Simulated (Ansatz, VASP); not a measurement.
**Two plane-wave programs on Mo**

```xyz
1
Lattice="0.0000 2.0403 2.0403 2.0403 0.0000 2.0403 2.0403 2.0403 0.0000" Properties=species:S:1:pos:R:3 pbc="T T T"
Mo    0.0000    0.0000    0.0000
```

Alike in both runs: task single point; functional PBE; k mesh 18 × 18 × 18; occupations gaussian, width 0.1 eV; no spin polarisation.

|  | VASP | Ansatz |
| --- | --- | --- |
| version | VASP 6.6.1 | Ansatz 0.2.0 |
| potentials or method | VASP PAW PBE potentials, release 64 (Mo_sv) | scalar-relativistic, plane waves, PAW |
| plane-wave cutoff (eV) | 520 | 420 |
| valence electrons in the cell | 14 | 14 |

|  | VASP | Ansatz | Ansatz less VASP |
| --- | --- | --- | --- |
| gap on the k mesh at the Fermi level (eV) | none | none | - |
| pressure (GPa) | -12.0 | -12.4 | -0.35 |

A gap of «none» marks a metal or a gap that the smearing closes.
